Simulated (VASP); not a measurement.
# As2Pt (Sperrylite) (Pa-3) in VASP: notebook

Runs on As2Pt (Sperrylite). Level: LDA. Tasks: relaxation of the atoms.

All numbers are computed with VASP 6.6.1; they aren't measurements. Logs are shortened: lines on timing, memory, paths and dates and some standing lists are left out, and cuts for length are marked.

## Step 1: The undisturbed crystal

Symmetry: Pa-3, No. 205, cubic system. Conventional cell: a = 5.966 Å, b = 5.966 Å, c = 5.966 Å, α = 90.00°, β = 90.00°, γ = 90.00°. Around As (site symmetry 3) lie 1 As at 2.42 Å and 3 Pt at 2.49 Å. Pt (site symmetry -3) is surrounded by 6 As at 2.49 Å.

## Step 2: Relaxation of the atoms, LDA (a relaxed cell with its volume scaled by 0.96)

Input file INCAR:

```
SYSTEM = As2Pt
  PREC = Accurate
  ENCUT = 600
  EDIFF = 1E-7
  ISMEAR = 0
  SIGMA = 0.03
  LREAL = .FALSE.
  LASPH = .TRUE.
  NELM = 80
  ALGO = Normal
  ISIF = 2
  LWAVE = .FALSE.
  LCHARG = .FALSE.
  GGA = CA
  IBRION = 2
  NSW = 40
  EDIFFG = -0.01
  KPAR = 4
```

Input file KPOINTS:

```
Automatic mesh
0
G
  6 6 6
  0 0 0
```

Input file POSCAR:

```
As2Pt                                   
1.0
    5.8708408620      0.0000000000      0.0000000000
    0.0000000000      5.8708408620      0.0000000000
    0.0000000000      0.0000000000      5.8708408620
  As              Pt            
     8     4
Direct
     0.3830144512340610    0.3830144512340610    0.3830144512340610
     0.1169855487659390    0.6169855487659390    0.8830144512340610
     0.8830144512340610    0.1169855487659390    0.6169855487659390
     0.6169855487659390    0.8830144512340610    0.1169855487659390
     0.6169855487659390    0.6169855487659390    0.6169855487659390
     0.8830144512340610    0.3830144512340610    0.1169855487659390
     0.1169855487659390    0.8830144512340610    0.3830144512340610
     0.3830144512340610    0.1169855487659390    0.8830144512340610
     0.0000000000000000    0.0000000000000000    0.0000000000000000
     0.5000000000000000    0.0000000000000000    0.5000000000000000
     0.5000000000000000    0.5000000000000000    0.0000000000000000
     0.0000000000000000    0.5000000000000000    0.5000000000000000
```

Potentials or basis: VASP PAW LDA potentials, release 64 (As, Pt).

Run with:

```sh
cat potpaw_LDA.64/As/POTCAR potpaw_LDA.64/Pt/POTCAR > POTCAR
mpirun -np 4 vasp_std > vasp.out
```

OUTCAR:

```text
SYSTEM = As2Pt
   PREC = Accurate
   ENCUT = 600
   EDIFF = 1E-7
   ISMEAR = 0
   LREAL = .FALSE.
   LASPH = .TRUE.
   NELM = 80
   ISIF = 2
   GGA = CA
   IBRION = 2
   NSW = 40
   EDIFFG = -0.01

 ion  position               nearest neighbor table
   1  0.383  0.383  0.383-   5 2.38  11 2.45  10 2.45  12 2.45
   2  0.117  0.617  0.883-   6 2.38  12 2.45  11 2.45   9 2.45
   3  0.883  0.117  0.617-   7 2.38   9 2.45  10 2.45  12 2.45
   4  0.617  0.883  0.117-   8 2.38  10 2.45   9 2.45  11 2.45
   5  0.617  0.617  0.617-   1 2.38  11 2.45  10 2.45  12 2.45
   6  0.883  0.383  0.117-   2 2.38  12 2.45  11 2.45   9 2.45
   7  0.117  0.883  0.383-   3 2.38   9 2.45  10 2.45  12 2.45
   8  0.383  0.117  0.883-   4 2.38  10 2.45   9 2.45  11 2.45
   9  0.000  0.000  0.000-   3 2.45   7 2.45   4 2.45   6 2.45   2 2.45   8 2.45
  10  0.500  0.000  0.500-   4 2.45   8 2.45   1 2.45   5 2.45   7 2.45   3 2.45
  11  0.500  0.500  0.000-   1 2.45   5 2.45   4 2.45   2 2.45   6 2.45   8 2.45
  12  0.000  0.500  0.500-   2 2.45   6 2.45   3 2.45   5 2.45   1 2.45   7 2.45

  LATTYP: Found a simple cubic cell.
 ALAT       =     5.8708408620

  Lattice vectors:

 A1 = (   5.8708408620,   0.0000000000,   0.0000000000)
 A2 = (   0.0000000000,   5.8708408620,   0.0000000000)
 A3 = (   0.0000000000,   0.0000000000,   5.8708408620)

Analysis of symmetry for initial positions (statically):
=====================================================================
 Subroutine PRICEL returns:
 Original cell was already a primitive cell.

 Routine SETGRP: Setting up the symmetry group for a
 simple cubic supercell.

 Subroutine GETGRP returns: Found 24 space group operations
 (whereof  6 operations were pure point group operations)
 out of a pool of 48 trial point group operations.

The static configuration has the point symmetry S_6 .
 The point group associated with its full space group is T_h .

Analysis of symmetry for dynamics (positions and initial velocities):
=====================================================================
 Subroutine PRICEL returns:
 Original cell was already a primitive cell.

 Routine SETGRP: Setting up the symmetry group for a
 simple cubic supercell.

 Subroutine GETGRP returns: Found 24 space group operations
 (whereof  6 operations were pure point group operations)
 out of a pool of 48 trial point group operations.

The dynamic configuration has the point symmetry S_6 .
 The point group associated with its full space group is T_h .

 Subroutine INISYM returns: Found 24 space group operations
 (whereof  6 operations are pure point group operations),
 and found     1 'primitive' translations

----------------------------------------------------------------------------------------

                                     Primitive cell

  volume of cell :     202.3489

  direct lattice vectors                    reciprocal lattice vectors
     5.870840862  0.000000000  0.000000000     0.170333351  0.000000000  0.000000000
     0.000000000  5.870840862  0.000000000     0.000000000  0.170333351  0.000000000
     0.000000000  0.000000000  5.870840862     0.000000000  0.000000000  0.170333351

  length of vectors
     5.870840862  5.870840862  5.870840862     0.170333351  0.170333351  0.170333351

  position of ions in fractional coordinates (direct lattice)
     0.383014451  0.383014451  0.383014451
[... 122 lines left out ...]
   GGA     = CA    functional components
   LHFCALC =     F    Hartree Fock is set to
   AEXX    =    0.0000 exact exchange contribution
   IVDW    =     0    specifies the selected vdW correction
   LEPSILON=     F    determine dielectric tensor
   LRPA    =     F    only Hartree local field effects (RPA)
 conjugate gradient relaxation of ions
 non-spin polarized calculation
 Gauss-broadening in eV      SIGMA  =   0.03
  energy-cutoff  :      600.00
  volume of cell :      202.35
 maximum number of plane-waves:      6816
   NGX = 23   NGY = 23   NGZ = 23

--------------------------------------- Ionic step        1  -------------------------------------------

 number of electron      79.9999991 magnetization

 Free energy of the ion-electron system (eV)
  ---------------------------------------------------
  ext. energy  EPLUGINS =         0.00000000
  ---------------------------------------------------
  free energy    TOTEN  =       -79.73924004 eV

  energy without entropy =      -79.73924004  energy(sigma->0) =      -79.73924004

------------------------ aborting loop because EDIFF is reached ----------------------------------------

  FORCE on cell =-STRESS in cart. coord.  units (eV):
  Direction    XX          YY          ZZ          XY          YZ          ZX
  --------------------------------------------------------------------------------------
  -------------------------------------------------------------------------------------
  Total        9.3998127      9.3998127      9.3998127      0.0000000      0.0000000      0.0000000
  in kB       74.4267165     74.4267165     74.4267165      0.0000000      0.0000000      0.0000000
  external PRESSURE =      74.4267165 kB  Pullay stress =       0.0000000 kB

 VOLUME and BASIS-vectors are now :
 -----------------------------------------------------------------------------
  energy-cutoff  :      600.00
  volume of cell :      202.35
      direct lattice vectors                 reciprocal lattice vectors
     5.870840862  0.000000000  0.000000000     0.170333351  0.000000000  0.000000000
     0.000000000  5.870840862  0.000000000     0.000000000  0.170333351  0.000000000
     0.000000000  0.000000000  5.870840862     0.000000000  0.000000000  0.170333351

 POSITION                                       TOTAL-FORCE (eV/Angst)
 -----------------------------------------------------------------------------------
      2.24862      2.24862      2.24862        -0.033257     -0.033257     -0.033257
      0.68680      3.62222      5.18404         0.033257      0.033257     -0.033257
      5.18404      0.68680      3.62222        -0.033257      0.033257      0.033257
      3.62222      5.18404      0.68680         0.033257     -0.033257      0.033257
      3.62222      3.62222      3.62222         0.033257      0.033257      0.033257
      5.18404      2.24862      0.68680        -0.033257     -0.033257      0.033257
      0.68680      5.18404      2.24862         0.033257     -0.033257     -0.033257
      2.24862      0.68680      5.18404        -0.033257      0.033257     -0.033257
      0.00000      0.00000      0.00000         0.000000      0.000000      0.000000
      2.93542      0.00000      2.93542         0.000000      0.000000      0.000000
      2.93542      2.93542      0.00000         0.000000      0.000000      0.000000
      0.00000      2.93542      2.93542         0.000000      0.000000      0.000000
 -----------------------------------------------------------------------------------
    total drift:                               -0.000000      0.000000     -0.000000

  FREE ENERGIE OF THE ION-ELECTRON SYSTEM (eV)
  ---------------------------------------------------
  free  energy   TOTEN  =       -79.7392400354 eV

  energy  without entropy=      -79.7392400354  energy(sigma->0) =      -79.73924004

--------------------------------------- Ionic step        2  -------------------------------------------

 number of electron      79.9999992 magnetization

 Free energy of the ion-electron system (eV)
  ---------------------------------------------------
  ext. energy  EPLUGINS =         0.00000000
  ---------------------------------------------------
  free energy    TOTEN  =       -79.73981193 eV

  energy without entropy =      -79.73981193  energy(sigma->0) =      -79.73981193

 E-fermi :   8.4241     XC(G=0): -11.7679

 val. band max:        8.2616103347   @ k =   0.3333   0.3333   0.0000
 cond. band min:       8.7416719768   @ k =   0.5000   0.5000   0.5000
 fundamental gap:      0.4800616421
 Fermi energy:         8.4241023815

 k-point     1 :       0.0000    0.0000    0.0000
  band No.  band energies     occupation
      1      -6.5238      2.00000
      2      -4.3428      2.00000
      3      -4.3428      2.00000
      4      -4.3428      2.00000
      5      -2.0212      2.00000
      6      -2.0212      2.00000
[... 1213 lines left out ...]
     47      11.3639      0.00000
     48      11.3639      0.00000

------------------------ aborting loop because EDIFF is reached ----------------------------------------

  FORCE on cell =-STRESS in cart. coord.  units (eV):
  Direction    XX          YY          ZZ          XY          YZ          ZX
  --------------------------------------------------------------------------------------
  -------------------------------------------------------------------------------------
  Total        9.3652421      9.3652421      9.3652421     -0.0000000      0.0000000     -0.0000000
  in kB       74.1529902     74.1529902     74.1529902     -0.0000000      0.0000000     -0.0000000
  external PRESSURE =      74.1529902 kB  Pullay stress =       0.0000000 kB

 VOLUME and BASIS-vectors are now :
 -----------------------------------------------------------------------------
  energy-cutoff  :      600.00
  volume of cell :      202.35
      direct lattice vectors                 reciprocal lattice vectors
     5.870840862  0.000000000  0.000000000     0.170333351  0.000000000  0.000000000
     0.000000000  5.870840862  0.000000000     0.000000000  0.170333351  0.000000000
     0.000000000  0.000000000  5.870840862     0.000000000  0.000000000  0.170333351

 POSITION                                       TOTAL-FORCE (eV/Angst)
 -----------------------------------------------------------------------------------
      2.24701      2.24701      2.24701         0.002671      0.002671      0.002671
      0.68841      3.62383      5.18243        -0.002671     -0.002671      0.002671
      5.18243      0.68841      3.62383         0.002671     -0.002671     -0.002671
      3.62383      5.18243      0.68841        -0.002671      0.002671     -0.002671
      3.62383      3.62383      3.62383        -0.002671     -0.002671     -0.002671
      5.18243      2.24701      0.68841         0.002671      0.002671     -0.002671
      0.68841      5.18243      2.24701        -0.002671      0.002671      0.002671
      2.24701      0.68841      5.18243         0.002671     -0.002671      0.002671
      0.00000      0.00000      0.00000        -0.000000     -0.000000      0.000000
      2.93542      0.00000      2.93542        -0.000000     -0.000000      0.000000
      2.93542      2.93542      0.00000        -0.000000     -0.000000      0.000000
      0.00000      2.93542      2.93542        -0.000000     -0.000000      0.000000
 -----------------------------------------------------------------------------------
    total drift:                                0.000000      0.000000      0.000000

  FREE ENERGIE OF THE ION-ELECTRON SYSTEM (eV)
  ---------------------------------------------------
  free  energy   TOTEN  =       -79.7398119296 eV

  energy  without entropy=      -79.7398119296  energy(sigma->0) =      -79.73981193

 reached required accuracy - stopping structural energy minimisation
```

Run time: 49 s. Hardware: 4 MPI ranks of AMD EPYC 9R45 (Zen 5), shared host; peak memory 0.39 GiB.

What came out:

```
Free energy                  : -79.7398 eV
Energy gained by relaxing    : 0.0 meV/atom
Ionic steps                  : 2
Pressure after relaxing      : 7.4 GPa
Largest force after relaxing : 0.005 eV/Å
Band gap on the k mesh       : 0.48 eV, indirect (least direct gap 1.25 eV)
```

Forces on the atoms (eV/Å):
```
As   0.003  0.003  0.003
As  -0.003 -0.003  0.003
As   0.003 -0.003 -0.003
As  -0.003  0.003 -0.003
As  -0.003 -0.003 -0.003
As   0.003  0.003 -0.003
As  -0.003  0.003  0.003
As   0.003 -0.003  0.003
Pt   0.000  0.000  0.000
Pt   0.000  0.000  0.000
Pt   0.000  0.000  0.000
Pt   0.000  0.000  0.000
```

Step by step:
| step | energy change (eV) | largest force (eV/Å) | pressure (GPa) |
| --- | --- | --- | --- |
| 1 | 0.0000 | 0.0576 | 7.44 |
| 2 | -0.0006 | 0.0046 | 7.42 |

Final structure:
```
CELL_PARAMETERS angstrom
5.87084 0.00000 0.00000
0.00000 5.87084 0.00000
0.00000 0.00000 5.87084
ATOMIC_POSITIONS crystal
As 0.38274 0.38274 0.38274
As 0.11726 0.61726 0.88274
As 0.88274 0.11726 0.61726
As 0.61726 0.88274 0.11726
As 0.61726 0.61726 0.61726
As 0.88274 0.38274 0.11726
As 0.11726 0.88274 0.38274
As 0.38274 0.11726 0.88274
Pt 0.00000 0.00000 0.00000
Pt 0.50000 0.00000 0.50000
Pt 0.50000 0.50000 0.00000
Pt 0.00000 0.50000 0.50000
```

Levels at points of the mesh, in eV from the valence-band top:
```csv
k point,band 37,band 38,band 39,band 40,band 41,band 42,band 43,band 44
"(0.00, 0.00, 0.00)",-2.57,-1.05,-1.05,-1.05,0.78,0.78,0.78,1.43
"(0.50, 0.00, 0.00)",-1.31,-1.31,-0.87,-0.87,1.54,1.54,1.76,1.76
"(0.50, 0.50, 0.00)",-0.63,-0.63,-0.63,-0.63,2.14,2.14,2.14,2.14
"(0.50, 0.50, 0.50)",-0.82,-0.82,-0.82,-0.82,0.48,0.48,0.48,0.48
```

Caveat: spin-orbit coupling is left out, which moves the levels of the heavy elements. A k mesh can miss the band edges.

## Step 3: Relaxation of the atoms, LDA (a relaxed cell with its volume scaled by 0.98)

INCAR is that of step 2.

KPOINTS is that of step 2.

Changes to POSCAR since step 2:

```diff
@@ -2,5 +2,5 @@
 1.0
-    5.8708408620      0.0000000000      0.0000000000
-    0.0000000000      5.8708408620      0.0000000000
-    0.0000000000      0.0000000000      5.8708408620
+    5.9113306991      0.0000000000      0.0000000000
+    0.0000000000      5.9113306991      0.0000000000
+    0.0000000000      0.0000000000      5.9113306991
   As              Pt
```

Potentials or basis: VASP PAW LDA potentials, release 64 (As, Pt).

Run with:

```sh
cat potpaw_LDA.64/As/POTCAR potpaw_LDA.64/Pt/POTCAR > POTCAR
mpirun -np 4 vasp_std > vasp.out
```

Wall time 51 s (4 MPI ranks of AMD EPYC 9R45 (Zen 5), shared host); peak memory 0.39 GiB.

It converged, with:

| Property | Result |
| --- | --- |
| Free energy | -79.8826 eV |
| Energy gained by relaxing | 0.0 meV/atom |
| Ionic steps | 2 |
| Pressure after relaxing | 3.5 GPa |
| Band gap on the k mesh | 0.38 eV, indirect (least direct gap 1.16 eV) |

The path:
```csv
step,energy change (eV),largest force (eV/Å),pressure (GPa)
1,0.0000,0.0297,3.50
2,-0.0002,0.0007,3.48
```

Final structure:
```
As Pt
1.0
     5.91133    0.00000    0.00000
     0.00000    5.91133    0.00000
     0.00000    0.00000    5.91133
As Pt
8 4
Direct
  0.38287 0.38287 0.38287
  0.11713 0.61713 0.88287
  0.88287 0.11713 0.61713
  0.61713 0.88287 0.11713
  0.61713 0.61713 0.61713
  0.88287 0.38287 0.11713
  0.11713 0.88287 0.38287
  0.38287 0.11713 0.88287
  0.00000 0.00000 0.00000
  0.50000 0.00000 0.50000
  0.50000 0.50000 0.00000
  0.00000 0.50000 0.50000
```

Levels at points of the mesh, in eV from the valence-band top:
| k point | band 37 | band 38 | band 39 | band 40 | band 41 | band 42 | band 43 | band 44 |
| --- | --- | --- | --- | --- | --- | --- | --- | --- |
| (0.00, 0.00, 0.00) | -2.54 | -1.02 | -1.02 | -1.02 | 0.73 | 0.73 | 0.73 | 1.49 |
| (0.50, 0.00, 0.00) | -1.28 | -1.28 | -0.86 | -0.86 | 1.52 | 1.52 | 1.71 | 1.71 |
| (0.50, 0.50, 0.00) | -0.61 | -0.61 | -0.61 | -0.61 | 2.07 | 2.07 | 2.07 | 2.07 |
| (0.50, 0.50, 0.50) | -0.78 | -0.78 | -0.78 | -0.78 | 0.38 | 0.38 | 0.38 | 0.38 |

Caveat: spin-orbit coupling is left out, which moves the levels of the heavy elements. A k mesh can miss the band edges.
